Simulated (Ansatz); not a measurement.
# WSe2: relaxation, part 2 of 2

Aim: relax WSe2.

Ansatz 0.2.0; DFT PBEsol+D3(BJ), scalar-relativistic, plane waves, PAW. Earlier steps stand in the parts before.

### Step 3. Full relaxation

Contents of input.yaml:

```yaml
crystal:
  lattice:
    - [3.2899984505, 0.0, 0.0]
    - [-1.6449992252, 2.8492222365, 0.0]
    - [0.0, 0.0, 12.97]
  atoms:
    - { symbol: W, position: [0.3333333333, 0.6666666667, 0.25] }
    - { symbol: W, position: [0.6666666667, 0.3333333333, 0.75] }
    - { symbol: Se, position: [0.3333333333, 0.6666666667, 0.621] }
    - { symbol: Se, position: [0.6666666667, 0.3333333333, 0.121] }
    - { symbol: Se, position: [0.3333333333, 0.6666666667, 0.879] }
    - { symbol: Se, position: [0.6666666667, 0.3333333333, 0.379] }
basis:
  ecutwfc: 420
kpoints:
  mp_grid: { grid: [9, 9, 2] }
hamiltonian:
  xc: pbesol
  pseudopotentials: { kind: paw, azcp: { folder: soft_1 } }
  dispersion: d3bj
scf:
  occupations: { method: gaussian, width: 0.02 }
output:
  forces: true
  stress: true
  eigenvalues: true
relax:
  adjacent_minimum: "off"
  f_tol: 0.005
  max_steps: 80
  cell: { stress_tol: 0.05 }
```

Run with:

```sh
> ansatz run input.yaml --threads 4 --pin off --max-ram 8192MiB --backend cpu --events-out ev --progress --plain --runs-dir out
```

The program printed:

```text
Warning: <dir> the record states the generating functional pbe (its physics header spells it `PBE`), which answers neither for hamiltonian.xc's functional nor for the pbesol family's — results may be inconsistent (PPs are generated against a specific XC)
Warning: <dir> the record states the generating functional pbe (its physics header spells it `PBE`), which answers neither for hamiltonian.xc's functional nor for the pbesol family's — results may be inconsistent (PPs are generated against a specific XC)
Warning: RAYON_NUM_THREADS=4 ignored (pool sized by the plan → 4); use --threads N
Engine: ansatz 0.2.0, x86_64-unknown-linux-gnu
Pseudopotentials: kind: paw
Pseudopotential: W, paw, valence charge 14, recommended cutoff 420 eV (normal), <dir>
Pseudopotential: Se, paw, valence charge 16, recommended cutoff 420 eV (normal), <dir>
Functional definition: PBEsol
  exchange = pbesol_x
  correlation = pbesol_c
Crystal: 6 atoms, lattice volume = 121.580 Å³
Basis set: ecut = 420 eV, 2419 PW (Γ), exchange–correlation on 48×48×180 points (8 copies of the dense FFT grid, shifted against one another)
Bands: 56, of which v1, the nominal top of the filled ones, is band 46 counted from 1 (45 counted from 0)
Symmetry: 24 space group operations
Space group: P63/mmc (ITA 194), of the structure as read, at distance tolerance 5.0e-5 Å
k-points: 24 of 162
Non-local potential: W, projectors of the file, l = 0: 3, l = 1: 2, l = 2: 2, l = 3: 1
Non-local potential: Se, projectors of the file, l = 0: 2, l = 1: 2, l = 2: 3, l = 3: 1
PAW form: soft (Blöchl's): semilocal exchange-correlation on the pseudo side does not see the compensation charge
PAW frozen core: W, regenerated for the run's functional, and the local potential with it (the file was generated under x = pbe(κ = 0.804, μ = 0.2195149727645171), c = pbe(β = 0.06672455060314922))
PAW frozen core: Se, regenerated for the run's functional, and the local potential with it (the file was generated under x = pbe(κ = 0.804, μ = 0.2195149727645171), c = pbe(β = 0.06672455060314922))
PAW one-centre angular grid: W, 590 points (default); XC on 64 Gauss nodes
PAW one-centre angular grid: Se, 590 points (default); XC on 64 Gauss nodes
Initial density: superposition of atomic densities (chi_scale 0.1, normalization cell, long waves kept (reshape's long-wave potential 0.04 eV rms))
Initial wavefunctions: pseudopotential atomic-orbital guess
Functional: x = pbesol(κ = 0.804, μ = 0.12345679012345678), c = pbesol(β = 0.046)
SCF iter   1: F=—  HF=-42219.352066 eV  |F-HF|=—  |Δ(HF+E_count)|=         —  Δρ=3.67e-2  dr2=5.79e0  ethr=3.10e-3  ⟨swp⟩=6.5  Hψ=4837  notcnv=0  defer=1
preconditioner: auto → Resta (q_TF=auto, 2.604 Å⁻¹)  ε∞=6.1  [insulator: Δε(μ)=0.843 eV  Ē_g=8.960 eV  σ=0.020 eV  W_gap=1.00  n_scr=40 (ndim 8)  ℏωp=20.2 eV  f_vac=0.022  D(μ)=0.00/eV (n_scr^D=0)  ε∞_Penn≈6.1]
SCF iter   2: F=—  HF=-42218.473405 eV  |F-HF|=—  |Δ(HF+E_count)|=   8.79e-1  Δρ=2.24e-2  dr2=8.15e-1  ethr=3.10e-3  ⟨swp⟩=2.7  Hψ=1886  notcnv=0  defer=58
SCF iter   3: F=—  HF=-42218.266294 eV  |F-HF|=—  |Δ(HF+E_count)|=   2.07e-1  Δρ=8.61e-3  dr2=2.48e-1  ethr=8.85e-4  ⟨swp⟩=2.1  Hψ=1811  notcnv=0  defer=58
SCF iter   4: F=—  HF=-42218.216231 eV  |F-HF|=—  |Δ(HF+E_count)|=   5.01e-2  Δρ=2.26e-3  dr2=8.30e-3  ethr=2.70e-4  ⟨swp⟩=2.3  Hψ=1816  notcnv=0  defer=58
SCF iter   5: F=—  HF=-42218.216148 eV  |F-HF|=—  |Δ(HF+E_count)|=   8.36e-5  Δρ=9.65e-4  dr2=1.84e-3  ethr=9.02e-6  ⟨swp⟩=2.0  Hψ=2600  notcnv=0  defer=58
SCF iter   6: F=—  HF=-42218.216462 eV  |F-HF|=—  |Δ(HF+E_count)|=   3.15e-4  Δρ=3.73e-4  dr2=1.84e-4  ethr=2.00e-6  ⟨swp⟩=2.0  Hψ=2510  notcnv=0  defer=58
SCF iter   7: F=—  HF=-42218.216630 eV  |F-HF|=—  |Δ(HF+E_count)|=   1.68e-4  Δρ=8.26e-5  dr2=7.66e-6  ethr=2.00e-7  ⟨swp⟩=2.0  Hψ=1718  notcnv=0  defer=58
SCF iter   8: F=—  HF=-42218.216636 eV  |F-HF|=—  |Δ(HF+E_count)|=   6.50e-6  Δρ=2.80e-5  dr2=8.56e-7  ethr=8.33e-9  ⟨swp⟩=2.0  Hψ=2382  notcnv=0  defer=58
SCF iter   9: F=-42218.216638 eV  HF=-42218.216638 eV  |F-HF|=3.77e-9  |Δ(HF+E_count)|=   1.47e-6  Δρ=7.70e-6  dr2=4.50e-8  ethr=1.09e-10  ⟨swp⟩=11.5  Hψ=6135  notcnv=0
SCF 1 converged in 9 iterations: F = -42218.216638 eV  dr2 = 4.50e-8
relax step   1: F+E_penalty+E_count = -42218.21663795 eV  Δ(F+E_penalty+E_count) = +0.000e0 eV  max|allowed force component| = 1.125e-1 eV/Å  Δτ_max = 0.0000 Å  P = -4.820 GPa  Ω = 121.580 Å³  (9 SCF iters, dr2 threshold 1.00e-7 eV, accepted)
Crystal: 6 atoms, lattice volume = 105.061 Å³
Basis set: ecut = 420 eV, 2033 PW (Γ), exchange–correlation on 48×48×180 points (8 copies of the dense FFT grid, shifted against one another)
Initial density: handed on by an earlier stage of this run
Initial wavefunctions: those handed on with the density
iter 1 solved again at ethr=7.47e-4 eV; its pass at ethr=3.10e-3 eV (dr2=6.87e-1 eV) is discarded
SCF iter   1: F=—  HF=-42218.265504 eV  |F-HF|=—  |Δ(HF+E_count)|=         —  Δρ=1.28e-2  dr2=6.87e-1  ethr=7.47e-4  ⟨swp⟩=1.5  Hψ=5903  notcnv=0
preconditioner: auto → Resta (q_TF=auto, 2.669 Å⁻¹)  ε∞=6.3  [insulator: Δε(μ)=0.759 eV  Ē_g=9.480 eV  σ=0.020 eV  W_gap=1.00  n_scr=40 (ndim 8)  ℏωp=21.7 eV  f_vac=0.003  D(μ)=0.00/eV (n_scr^D=0)  ε∞_Penn≈6.3]
SCF iter   2: F=—  HF=-42218.179219 eV  |F-HF|=—  |Δ(HF+E_count)|=   8.63e-2  Δρ=6.37e-3  dr2=1.69e-1  ethr=7.47e-4  ⟨swp⟩=2.0  Hψ=1582  notcnv=0
SCF iter   3: F=—  HF=-42218.152047 eV  |F-HF|=—  |Δ(HF+E_count)|=   2.72e-2  Δρ=1.42e-3  dr2=1.92e-3  ethr=1.83e-4  ⟨swp⟩=3.0  Hψ=1948  notcnv=0
SCF iter   4: F=—  HF=-42218.152086 eV  |F-HF|=—  |Δ(HF+E_count)|=   3.94e-5  Δρ=3.46e-4  dr2=1.72e-4  ethr=2.08e-6  ⟨swp⟩=2.0  Hψ=2673  notcnv=0  defer=9
SCF iter   5: F=—  HF=-42218.151762 eV  |F-HF|=—  |Δ(HF+E_count)|=   3.24e-4  Δρ=1.76e-4  dr2=2.91e-5  ethr=1.87e-7  ⟨swp⟩=2.0  Hψ=2388  notcnv=0  defer=9
SCF iter   6: F=—  HF=-42218.151792 eV  |F-HF|=—  |Δ(HF+E_count)|=   2.96e-5  Δρ=6.27e-5  dr2=5.48e-6  ethr=3.16e-8  ⟨swp⟩=2.6  Hψ=2160  notcnv=0  defer=9
SCF iter   7: F=-42218.151793 eV  HF=-42218.151793 eV  |F-HF|=7.07e-8  |Δ(HF+E_count)|=   1.33e-6  Δρ=1.67e-5  dr2=1.70e-7  ethr=6.52e-10  ⟨swp⟩=3.7  Hψ=5481  notcnv=0
SCF 2 converged in 7 iterations: F = -42218.151793 eV  dr2 = 1.70e-7
relax step   2: F+E_penalty+E_count = -42218.15179315 eV  Δ(F+E_penalty+E_count) = +6.484e-2 eV  max|allowed force component| = 1.434e-1 eV/Å  Δτ_max = 0.1320 Å  P = +6.453 GPa  Ω = 105.061 Å³  energy of the carried Pulay correction = +4.159e-3 eV  (7 SCF iters, dr2 threshold 6.00e-7 eV, rejected (line search))
Crystal: 6 atoms, lattice volume = 115.234 Å³
Basis set: ecut = 420 eV, 2299 PW (Γ), exchange–correlation on 48×48×180 points (8 copies of the dense FFT grid, shifted against one another)
iter 1 solved again at ethr=3.47e-4 eV; its pass at ethr=3.10e-3 eV (dr2=3.19e-1 eV) is discarded
SCF iter   1: F=—  HF=-42218.387566 eV  |F-HF|=—  |Δ(HF+E_count)|=         —  Δρ=8.26e-3  dr2=3.23e-1  ethr=3.47e-4  ⟨swp⟩=1.9  Hψ=5754  notcnv=0
preconditioner: auto → Resta (q_TF=auto, 2.628 Å⁻¹)  ε∞=6.1  [insulator: Δε(μ)=0.963 eV  Ē_g=9.184 eV  σ=0.020 eV  W_gap=1.00  n_scr=40 (ndim 8)  ℏωp=20.8 eV  f_vac=0.027  D(μ)=0.00/eV (n_scr^D=0)  ε∞_Penn≈6.1]
SCF iter   2: F=—  HF=-42218.340299 eV  |F-HF|=—  |Δ(HF+E_count)|=   4.73e-2  Δρ=4.25e-3  dr2=2.61e-2  ethr=3.47e-4  ⟨swp⟩=2.9  Hψ=1821  notcnv=0
SCF iter   3: F=—  HF=-42218.334558 eV  |F-HF|=—  |Δ(HF+E_count)|=   5.74e-3  Δρ=1.86e-3  dr2=8.61e-3  ethr=2.83e-5  ⟨swp⟩=2.2  Hψ=2056  notcnv=0
SCF iter   4: F=—  HF=-42218.333456 eV  |F-HF|=—  |Δ(HF+E_count)|=   1.10e-3  Δρ=7.18e-4  dr2=6.40e-4  ethr=9.36e-6  ⟨swp⟩=2.7  Hψ=2384  notcnv=0
SCF iter   5: F=—  HF=-42218.333467 eV  |F-HF|=—  |Δ(HF+E_count)|=   1.12e-5  Δρ=2.62e-4  dr2=1.03e-4  ethr=6.96e-7  ⟨swp⟩=2.0  Hψ=2385  notcnv=0
SCF iter   6: F=—  HF=-42218.333476 eV  |F-HF|=—  |Δ(HF+E_count)|=   8.87e-6  Δρ=9.61e-5  dr2=9.54e-6  ethr=1.12e-7  ⟨swp⟩=2.0  Hψ=2385  notcnv=0
SCF iter   7: F=—  HF=-42218.333464 eV  |F-HF|=—  |Δ(HF+E_count)|=   1.17e-5  Δρ=1.73e-5  dr2=4.50e-7  ethr=1.04e-8  ⟨swp⟩=2.0  Hψ=2300  notcnv=0
SCF iter   8: F=—  HF=-42218.333468 eV  |F-HF|=—  |Δ(HF+E_count)|=   4.09e-6  Δρ=7.21e-6  dr2=4.59e-8  ethr=4.89e-10  ⟨swp⟩=2.0  Hψ=2400  notcnv=0
SCF iter   9: F=—  HF=-42218.333468 eV  |F-HF|=—  |Δ(HF+E_count)|=   4.65e-8  Δρ=1.18e-6  dr2=1.42e-9  ethr=4.99e-11  ⟨swp⟩=2.0  Hψ=1768  notcnv=0
SCF iter  10: F=—  HF=-42218.333468 eV  |F-HF|=—  |Δ(HF+E_count)|=   1.37e-9  Δρ=2.20e-7  dr2=6.03e-11  ethr=1.55e-12  ⟨swp⟩=2.1  Hψ=2381  notcnv=0
SCF iter  11: F=-42218.333468 eV  HF=-42218.333468 eV  |F-HF|=1.46e-11  |Δ(HF+E_count)|=  4.37e-11  Δρ=7.68e-8  dr2=7.14e-12  ethr=1.00e-12  ⟨swp⟩=4.0  Hψ=4625  notcnv=0
SCF 3 converged in 11 iterations: F = -42218.333468 eV  dr2 = 7.14e-12
relax step   3: F+E_penalty+E_count = -42218.33346837 eV  Δ(F+E_penalty+E_count) = -1.168e-1 eV  max|allowed force component| = 5.876e-2 eV/Å  Δτ_max = 0.0522 Å  P = -1.708 GPa  Ω = 115.234 Å³  energy of the carried Pulay correction = +1.529e-3 eV  (11 SCF iters, accepted)
[... 12 lines left out ...]
relax step   4: F+E_penalty+E_count = -42218.35019028 eV  Δ(F+E_penalty+E_count) = -1.672e-2 eV  max|allowed force component| = 5.771e-2 eV/Å  Δτ_max = 0.0428 Å  P = +0.124 GPa  Ω = 111.458 Å³  energy of the carried Pulay correction = +2.478e-3 eV  (7 SCF iters, dr2 threshold 6.00e-7 eV, accepted)
[... 11 lines left out ...]
relax step   5: F+E_penalty+E_count = -42218.34952205 eV  Δ(F+E_penalty+E_count) = +6.682e-4 eV  max|allowed force component| = 1.418e-1 eV/Å  Δτ_max = 0.0202 Å  P = +0.677 GPa  Ω = 112.258 Å³  energy of the carried Pulay correction = +2.274e-3 eV  (7 SCF iters, dr2 threshold 2.08e-7 eV, rejected (line search))
[... 13 lines left out ...]
relax step   6: F+E_penalty+E_count = -42218.35143468 eV  Δ(F+E_penalty+E_count) = -1.244e-3 eV  max|allowed force component| = 1.265e-2 eV/Å  Δτ_max = 0.0074 Å  P = +0.066 GPa  Ω = 111.922 Å³  energy of the carried Pulay correction = +2.360e-3 eV  (9 SCF iters, accepted)
[... 9 lines left out ...]
relax step   7: F+E_penalty+E_count = -42218.35160339 eV  Δ(F+E_penalty+E_count) = -1.687e-4 eV  max|allowed force component| = 1.545e-3 eV/Å  Δτ_max = 0.0042 Å  P = -0.003 GPa  Ω = 112.194 Å³  energy of the carried Pulay correction = +2.291e-3 eV  (5 SCF iters, dr2 threshold 6.38e-8 eV, accepted)
Initial wavefunctions: pseudopotential atomic-orbital guess (no wavefunctions were taken with the density)
iter 1 solved again at ethr=1.54e-7 eV; its pass at ethr=3.10e-3 eV (dr2=1.41e-4 eV) is discarded
SCF iter   1: F=—  HF=-42218.349477 eV  |F-HF|=—  |Δ(HF+E_count)|=         —  Δρ=1.26e-4  dr2=3.05e-6  ethr=1.54e-7  ⟨swp⟩=3.3  Hψ=7982  notcnv=0
SCF iter   2: F=—  HF=-42218.349475 eV  |F-HF|=—  |Δ(HF+E_count)|=   1.52e-6  Δρ=6.97e-5  dr2=1.12e-6  ethr=3.31e-9  ⟨swp⟩=2.0  Hψ=2235  notcnv=0
SCF iter   3: F=—  HF=-42218.349476 eV  |F-HF|=—  |Δ(HF+E_count)|=   3.27e-7  Δρ=1.60e-5  dr2=2.11e-7  ethr=1.22e-9  ⟨swp⟩=2.5  Hψ=2292  notcnv=0
SCF iter   4: F=—  HF=-42218.349476 eV  |F-HF|=—  |Δ(HF+E_count)|=   4.21e-8  Δρ=3.10e-6  dr2=1.04e-8  ethr=2.30e-10  ⟨swp⟩=2.9  Hψ=2402  notcnv=0
SCF iter   5: F=—  HF=-42218.349476 eV  |F-HF|=—  |Δ(HF+E_count)|=  6.48e-10  Δρ=1.24e-6  dr2=1.77e-9  ethr=1.13e-11  ⟨swp⟩=2.3  Hψ=1910  notcnv=0
SCF iter   6: F=—  HF=-42218.349476 eV  |F-HF|=—  |Δ(HF+E_count)|=  8.80e-10  Δρ=2.98e-7  dr2=1.58e-10  ethr=1.92e-12  ⟨swp⟩=3.0  Hψ=2279  notcnv=0
SCF iter   7: F=-42218.349476 eV  HF=-42218.349476 eV  |F-HF|=7.28e-12  |Δ(HF+E_count)|=  7.28e-11  Δρ=1.28e-7  dr2=2.22e-11  ethr=1.00e-12  ⟨swp⟩=4.1  Hψ=4677  notcnv=0
SCF 8 converged in 7 iterations: F = -42218.349476 eV  dr2 = 2.22e-11
relax step   8: F+E_penalty+E_count = -42218.34947558 eV  Δ(F+E_penalty+E_count) = +2.128e-3 eV  max|allowed force component| = 1.078e-3 eV/Å  Δτ_max = 0.0000 Å  P = -0.008 GPa  Ω = 112.194 Å³  stress off target by 1.64e-2 GPa  SCF on the basis re-selected at this cell (its energy is not comparable with the rows above)  (7 SCF iters)
basis re-selected at this cell: Δ(F+E_penalty+E_count) = +2.128e-3 eV, ΔP = -0.005 GPa vs the last step (what re-selecting the basis moved, of the pressure what is left beyond the Pulay correction that the steps carried, after the strain that the cell walked since its last selection, with what the two solves' SCF thresholds leave and, on support functions, any second-order correction that the steps lacked; it is no measure of the basis error at this ecutwfc). This SCF's stress stands 1.64e-2 GPa from its target on what of the cell is left free (relax.cell.stress_tol is 5.00e-2 GPa) and its largest allowed force component is 1.08e-3 eV/Å (relax.f_tol is 5.00e-3 eV/Å): within both
SCF converged after 7 iterations
Free energy (F): -42218.349476 eV
Harris-Foulkes:  -42218.349476 eV  (|F-HF|=7.28e-12)
Internal energy: -42218.349476 eV  (E = F + TS)
E sigma→0 (E₀):  -42218.349476 eV
Fermi energy:    14.397026 eV
--- Per-component energies (eV) ---
  E_band       = -1603.101758
  E_kinetic    = 1295.709069
  E_local      = -11270.908436  (includes V_loc(G=0)·N_el)
  E_nonlocal   = -1455.829535
  E_hartree    = 5871.024582
  E_xc         = -874.493627
  E_vxc        = -829.485719  (∫ρ·V_xc dr)
  E_paw        = -25247.278322  (= ΣΔE_a)
  E_vpaw       = -1084.635259  (= ΣTr[D̂ρ^β])
  E_aug_tail   = -0.001164  (compensation charges beyond the density's cutoff)
  E_ewald      = -10538.188473
  E_disp       = -2.861094  (pairwise vdW)
  E_core_change = 4.477523  (= ΣΔE_core)
  E_smearing   = -0.000000  (= −TS)
  E_closure    = 0.000000  (closes the sum)
  Σ components = -42218.349476   (vs F -42218.349476, Δ=0.00e0)
--- Forces (eV/Å), atoms counted from 1 ---
  atom   1  W      0.00000000     0.00000000     0.00000000
  atom   2  W     -0.00000000    -0.00000000     0.00000000
  atom   3  Se     0.00000000     0.00000000     0.00107798
  atom   4  Se    -0.00000000    -0.00000000     0.00107798
  atom   5  Se     0.00000000     0.00000000    -0.00107798
  atom   6  Se    -0.00000000    -0.00000000    -0.00107798
  max |Σ_I F_I| component: 1.39e-17 eV/Å
--- Stress (GPa, compression-positive) ---
       -0.003628       0.000000      -0.000000
        0.000000      -0.003628       0.000000
       -0.000000       0.000000      -0.016431
  P = ⅓ Tr σ = -0.0079 GPa (-0.079 kbar)
--- Band table (eV; the first three rows and the last of 24) ---
  k-point 0: bands = ["-60.2793", "-60.2793", "-34.0258", "-34.0258", "-34.0256", "-34.0256", "-34.0251", "-34.0251", "-34.0249", "-34.0249", "-34.0013", "-34.0013", "-34.0003", "-34.0003", "-34.0001", "-34.0001", "-33.9991", "-33.9991", "-33.9913", "-33.9907", "-33.9892", "-33.9886", "-24.5824", "-24.5823", "-24.3908", "-24.3908", "-24.3908", "-24.3908", "-1.7754", "-1.3171", "-0.6383", "0.1110", "6.2336", "7.8496", "9.7568", "11.2469", "11.2469", "11.2775", "11.2775", "12.4053", "12.4053", "12.5071", "12.5071", "12.5100", "13.2020", "13.9849", "16.6477", "16.6477", "16.6642", "16.6642", "16.7392", "16.7392", "17.0409", "17.0409", "18.7335", "19.3510"]
  k-point 1: bands = ["-60.2793", "-60.2793", "-34.0257", "-34.0257", "-34.0257", "-34.0257", "-34.0250", "-34.0250", "-34.0250", "-34.0250", "-34.0010", "-34.0010", "-34.0010", "-34.0010", "-33.9994", "-33.9994", "-33.9994", "-33.9994", "-33.9910", "-33.9910", "-33.9889", "-33.9889", "-24.5823", "-24.5823", "-24.3908", "-24.3908", "-24.3908", "-24.3908", "-1.6039", "-1.6039", "-0.2135", "-0.2135", "6.8699", "6.8699", "11.0924", "11.0924", "11.2617", "11.2617", "11.2617", "11.2617", "12.4561", "12.4561", "12.4561", "12.4561", "13.7981", "13.7981", "16.6365", "16.6365", "16.6365", "16.6365", "16.9081", "16.9081", "16.9081", "16.9081", "19.0779", "19.0779"]
  k-point 2: bands = ["-60.2777", "-60.2777", "-34.0257", "-34.0255", "-34.0252", "-34.0251", "-34.0251", "-34.0249", "-34.0245", "-34.0243", "-34.0014", "-34.0014", "-34.0005", "-34.0005", "-34.0004", "-34.0002", "-33.9995", "-33.9992", "-33.9909", "-33.9904", "-33.9888", "-33.9883", "-24.5753", "-24.5752", "-24.4251", "-24.4251", "-24.3987", "-24.3987", "-1.5739", "-1.1175", "-0.5186", "0.1993", "6.4890", "8.1022", "9.6036", "10.6592", "10.7282", "11.4293", "11.4828", "11.6629", "12.0696", "12.1911", "12.3379", "12.5799", "13.2582", "13.5932", "16.1557", "16.3504", "16.3797", "16.4467", "16.4928", "16.8283", "16.8983", "17.1208", "19.7260", "20.2350"]
  k-point 23: bands = ["-60.2642", "-60.2642", "-34.0237", "-34.0237", "-34.0221", "-34.0221", "-34.0219", "-34.0219", "-34.0217", "-34.0217", "-34.0033", "-34.0033", "-34.0021", "-34.0021", "-34.0009", "-34.0009", "-34.0009", "-34.0009", "-33.9882", "-33.9882", "-33.9857", "-33.9857", "-24.6063", "-24.6063", "-24.5752", "-24.5752", "-24.5140", "-24.5140", "1.0170", "1.0170", "1.0496", "1.0496", "7.8474", "7.8474", "7.9785", "7.9785", "8.9814", "8.9814", "9.2025", "9.2025", "10.5255", "10.5255", "11.0067", "11.0067", "13.4809", "13.4809", "15.4139", "15.4139", "16.1637", "16.1637", "17.1978", "17.1978", "18.3445", "18.3445", "20.4426", "20.4426"]
--- Relaxed structure (7 steps of the walk, 5 accepted, 1 SCFs on fresh bases) ---
  F+E_penalty+E_count = -42218.34947558 eV   max|allowed force component| = 1.078e-3 eV/Å   (the final SCF, on the basis selected at the relaxed cell)
  cell:  # Å, volume = 112.1941 Å³
    - [3.230449602268526, -2.834509804945501e-11, 2.302261685321881e-33]
    - [-1.6152248011097154, 2.7976514212240517, -8.557505306951623e-34]
    - [7.059183953263261e-33, 2.0169097009323604e-33, 12.4140495752028]
  atoms:
    - { symbol: W, position: [0.3333333333333333, 0.6666666666666666, 0.24999999999999997] }
    - { symbol: W, position: [0.6666666666666667, 0.33333333333333337, 0.75] }
    - { symbol: Se, position: [0.3333333333333333, 0.6666666666666666, 0.6145755659499614] }
    - { symbol: Se, position: [0.6666666666666667, 0.33333333333333337, 0.11457556594996146] }
    - { symbol: Se, position: [0.3333333333333333, 0.6666666666666666, 0.8854244340500385] }
    - { symbol: Se, position: [0.6666666666666667, 0.33333333333333337, 0.38542443405003857] }
```

It took 16 s on 4 threads of Intel Xeon Platinum 8488C (Sapphire Rapids), shared host; peak memory 0.62 GiB.

Relaxation path:

| step | E - E(step 1) (eV/cell) | largest force component (eV/Å) | pressure (GPa) | volume (Å³) |
| --- | --- | --- | --- | --- |
| 1 | 0.0000 | 0.1125 | -4.82 | 121.58 |
| 2 | 0.0648 | 0.1434 | 6.45 | 105.06 |
| 3 | -0.1168 | 0.0588 | -1.71 | 115.23 |
| 4 | -0.1336 | 0.0577 | 0.12 | 111.46 |
| 5 | -0.1329 | 0.1418 | 0.68 | 112.26 |
| 6 | -0.1348 | 0.0127 | 0.07 | 111.92 |
| 7 | -0.1350 | 0.0015 | 0.00 | 112.19 |
| 8 | -0.1328 | 0.0011 | -0.01 | 112.19 |

Step 1 is the start. Step 8 repeats the geometry before it on a plane-wave basis chosen anew for that cell, so its energy need not be comparable with the rows above. Steps 2, 5 were tried and not accepted.

|  | before | after | change |
| --- | --- | --- | --- |
| a (Å) | 3.290 | 3.230 | -1.8 % |
| b (Å) | 3.290 | 3.230 | -1.8 % |
| c (Å) | 12.970 | 12.414 | -4.3 % |
| volume (Å³/atom) | 20.26 | 18.70 | -7.7 % |
| shortest distance (Å) | 2.531 | 2.511 | -0.8 % |
| space group (0.01 Å) | P6_3/mmc | P6_3/mmc | same |

The run keeps the 24 symmetry operations of the start, so it could not have lowered the symmetry.

### Step 4. What came out

The summary covers parts 1 to 2. Changes of volume or cell count from the first structure of part 1.

| quantity | value |
| --- | --- |
| relaxed cell | a = 3.230 Å, b = 3.230 Å, c = 12.414 Å, α = 90.00°, β = 90.00°, γ = 120.00° |
| space group (0.01 Å) | P6_3/mmc (No. 194) |
| volume | 18.70 Å³/atom |
| gap on the mesh | 0.83 eV |

Relaxation lowered the volume by 7.7 %. That is more than thermal expansion of the reported cell explains. Measured lattice constant a of WSe2: 3.282 Å (quoted in “Random anion distribution in MSxSe2−x (M = Mo, W) crystals and nanosheets”, 2018, pmc:9078701). This calculation gives 3.230 Å (-1.6 %). Against the measured lattice constant c of WSe2, 12.96 Å (quoted in “Random anion distribution in MSxSe2−x (M = Mo, W) crystals and nanosheets”, 2018, pmc:9078701), the calculated 12.414 Å is off by -4.2 %. 3 values of this kind are on record (12.95 to 12.977 Å); this one was drawn at random among those near their median, those with a stated uncertainty first. That is the cell relaxed with PBEsol+D3(BJ), without thermal expansion or zero-point motion. These runs have no spin-orbit coupling; with W it would split and shift bands.

These are semilocal Kohn-Sham gaps, which aren't the measured quantity. Such gaps usually fall short of the measured ones.
